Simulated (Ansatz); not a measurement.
## Co: reading a single point

```yaml
crystal:
  lattice:
    - [-1.50620, 1.50620, 1.24257]
    - [1.50620, -1.50620, 1.24257]
    - [1.50620, 1.50620, -1.24257]
  atoms:
    - { symbol: Co, position: [0.00000, 0.00000, 0.00000] }
```

Method: PBE, no spin polarisation; PAW, plane waves to 420 eV, 17×17×17 Γ-centred mesh, fermi-dirac occupations (width 0.1 eV) (Ansatz 0.2.0), atoms fixed.

Q: What happens at the Fermi level?

A: It is a metal, with about 3.3 states/eV a cell as the mean within 0.25 eV of the Fermi level, mostly Co d (97 %).

Q: What does the stress say?

A: The pressure is -13.1 GPa (compression positive), so with the atoms held at these fractions the cell would first shrink. The principal stresses -14.4, -14.4, -10.6 GPa differ, so its shape would change too.

Q: Describe some of the short contacts.

A: Co–Co at 2.47 Å: least valence density 0.34 e/Å³ and ELF 0.28 there. These are pseudo-fields; inside the PAW spheres they differ from the all-electron ones.

Origin: a known structure type with other elements, at an estimated volume, so it need not be a known compound. Caveats: no spin polarisation, so a magnetic state may lie lower.
